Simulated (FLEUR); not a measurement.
The system is CoO.

```xyz
2
Lattice="0.0000 2.3436 2.3436 2.3436 0.0000 2.3436 2.3436 2.3436 0.0000" Properties=species:S:1:pos:R:3 pbc="T T T"
Co    0.0000    0.0000    0.0000
O     1.1718    1.1718    1.1718
```

Measurements of this composition are mostly on another form, of space group No. 225.

Base run:

- Program: FLEUR MaX-R8.1 (later development tree)
- Functional: r2SCAN
- Potentials or basis: all-electron
- Basis: FLAPW
- Kmax: 4.88 1/bohr
- k mesh: 7 × 7 × 7
- Occupations: gaussian, width 0.05 eV
- Spin: collinear spin, ferromagnetic start
- Starting moments: [3.0, 0.0] μB
- Hubbard terms: Co d U = 7 eV

Its results: band gap on the k mesh 1.26 eV, direct; net moment 3.00 μB per cell; site moments Co +2.77; O +0.09 μB.

**Question.** The run is repeated on the same cell with these changes: hubbard terms from Co d U = 7 eV to Co d U = 4 eV, J = 0.7 eV; hund's j (ev) from 0 to 0.7. What comes out?

**Answer.** Band gap on the k mesh 0.96 eV, direct; net moment 3.00 μB per cell; site moments Co +2.70; O +0.14 μB.

Caveats: the meta-GGA is that of a development version, with a GGA for the radial functions and cores and without core tails; a cell with one magnetic atom can't hold antiferromagnetic order, which such compounds often take.

